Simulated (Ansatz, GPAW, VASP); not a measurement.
# One calculation of WC, 4 ways

```
CELL_PARAMETERS angstrom
2.90650 0.00000 0.00000
-1.45325 2.51710 0.00000
0.00000 0.00000 2.83660
ATOMIC_POSITIONS crystal
W 0.00000 0.00000 0.00000
C 0.66667 0.33333 0.50000
```

Alike in all runs: task single point; functional PBE; k mesh 10 × 10 × 9; occupations gaussian, width 0.02 eV; no spin polarisation; no spin-orbit coupling. Pressure is positive in compression and, in plane waves, holds the error of the finite cutoff, which Ansatz's Pulay term estimates and takes out.

| program and potentials | plane-wave cutoff (eV) | notes | pressure (GPa) |
| --- | --- | --- | --- |
| Ansatz, Ansatz PAW | 420 | Pulay term of +0.31 GPa included | 5.60 |
| VASP, PBE PAW files C, W_sv, release 54, 520 eV | 520 | - | 6.75 |
| Ansatz, all-electron LAPW, scalar-relativistic | - | - | 5.69 |
| GPAW, GPAW PAW data sets (gpaw-data 1.2.1) | 800 | - | 5.36 |

The pressure spans 5.36 (GPAW, GPAW PAW data sets (gpaw-data 1.2.1)) to 6.75 GPa (VASP, PBE PAW files C, W_sv, release 54, 520 eV), with all-electron results at 5.69.

The functional is the same throughout but for its coding, so the spread measures potentials, basis and numerics; runs on potential files found faulty are left out.

All four calculations put WC under compression in this cell, so PBE favours a slightly larger volume. The cell is close to the measured one, and the sign fits the usual tendency of PBE to underbind solids slightly. The pressure reaches several GPa because WC is exceptionally stiff: strong covalent overlap of W 5d with C 2p states turns a small mismatch in lattice constant into a large stress. For the same reason, the spread between programs corresponds to only a very small difference in bond length.

Ansatz PAW, at 5.60 GPa, lies closest to the all-electron 5.69 GPa, with GPAW somewhat lower and VASP clearly higher. An incomplete plane-wave basis normally makes the pressure too low, so removing that error should move VASP further from the all-electron value. Its excess therefore probably comes from the potentials, though the data cannot assign it to tungsten or carbon. Nor can a single volume show whether the programs differ in equilibrium volume or in stiffness.
